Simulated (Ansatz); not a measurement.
Below is a relaxed structure of BeTe. The cell was found from a structure generator's guess, not taken from experiment.

Level of theory: DFT PBE, scalar-relativistic, plane waves, PAW in Ansatz. Cutoff 420 eV, Γ-centred mesh, Gaussian smearing, no spin polarisation.

```cif
data_structure
_symmetry_space_group_name_H-M 'P 1'
_symmetry_Int_Tables_number 1
_cell_length_a 3.9119
_cell_length_b 3.9119
_cell_length_c 7.4258
_cell_angle_alpha 90.000
_cell_angle_beta 90.000
_cell_angle_gamma 90.000
_cell_volume 113.64
loop_
_atom_site_label
_atom_site_type_symbol
_atom_site_fract_x
_atom_site_fract_y
_atom_site_fract_z
_atom_site_occupancy
Be1 Be 0.00000 0.00000 0.50000 1
Be2 Be 0.50000 0.50000 0.50000 1
Te1 Te 0.50000 0.00000 0.70613 1
Te2 Te 0.00000 0.50000 0.29387 1
```

Formation energies are uncorrected and refer to the elements' standard structures at the same level.

Q: What space group does it have?

A: P4/nmm (No. 129). Conventional cell: a = 3.912 Å, c = 7.426 Å. Be is surrounded by 4 Te at 2.48 Å and 4 Be at 2.77 Å; Te has 4 Be at 2.48 Å.

Q: What is its formation energy per atom?

A: −0.267 eV/atom. A negative formation energy is needed for stability but isn't enough: competing phases decide.

Q: Is it a metal?

A: No, the gap on the 8×8×4 mesh is 2.12 eV.

The last run used an 8×8×4 mesh (in the run's order of axes) for its 4-atom cell and Gaussian smearing of 0.02 eV. No dispersion correction is applied, so the spacing and binding between layers, chains or molecules are poorly described. Spin–orbit coupling, which can matter for Te, is left out. Kohn–Sham gaps at this level usually fall short of measured ones. The missing spin–orbit coupling can work the other way here. The reference form of Te is held partly by dispersion forces, which this level lacks. A structure relaxed within its symmetry needn't be a true minimum.
